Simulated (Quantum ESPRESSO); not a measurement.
Crystal: La2O3.

```
CELL_PARAMETERS angstrom
3.93078 0.00000 0.00000
-1.96539 3.40415 0.00000
0.00000 0.00000 6.11195
ATOMIC_POSITIONS crystal
La 0.33333 0.66667 0.24624
La 0.66667 0.33333 0.75376
O 0.00000 0.00000 0.00000
O 0.33333 0.66667 0.64589
O 0.66667 0.33333 0.35411
```

The cell is a database's computed one.

```yaml
Program: Quantum ESPRESSO 7.5
Task: single point
Functional: PBE
Potentials_or_basis: SSSP 1.3 efficiency PBE
Cutoff: 748 eV
Density_cutoff: 5987 eV
k_mesh: 8 × 8 × 5
Occupations: fermi-dirac, width 0.05 eV
Spin: no spin polarisation
```

On this cell: pressure 2.4 GPa; largest force 0.053 eV/Å; band gap on the k mesh 3.89 eV, indirect (least direct gap 4.06 eV).

The same run follows on a disturbed copy (atoms moved at random, drawn with an rms of 0.05 Å):

```xyz
5
Lattice="3.9308 0.0000 0.0000 -1.9654 3.4042 0.0000 0.0000 0.0000 6.1120" Properties=species:S:1:pos:R:3 pbc="T T T"
La    0.0396    2.2427    1.5034
La    1.9893    1.1531    4.6159
O     0.0170    0.0084   -0.0205
O     0.0159    2.2615    3.9737
O     1.9993    1.1120    2.1819
```

What does the disturbed cell give?

The energy moves by +2.3 meV/atom; pressure 2.3 GPa; largest force 0.257 eV/Å; band gap on the k mesh 3.86 eV, indirect (least direct gap 4.05 eV).

Forces in eV/Å, atoms in the order of the input:
```
La  -0.054  0.065  0.114
La  -0.019 -0.186  0.046
O    0.016 -0.054  0.250
O    0.080  0.107 -0.213
O   -0.024  0.068 -0.197
```

Stress tensor (GPa, compression positive):
```
 2.71  0.00  0.08
 0.00  1.86 -0.34
 0.08 -0.34  2.27
```

Caveats: spin-orbit coupling is left out, which moves the levels of the heavy elements; an odd mesh through Γ misses points on the zone boundary, where band edges often lie.
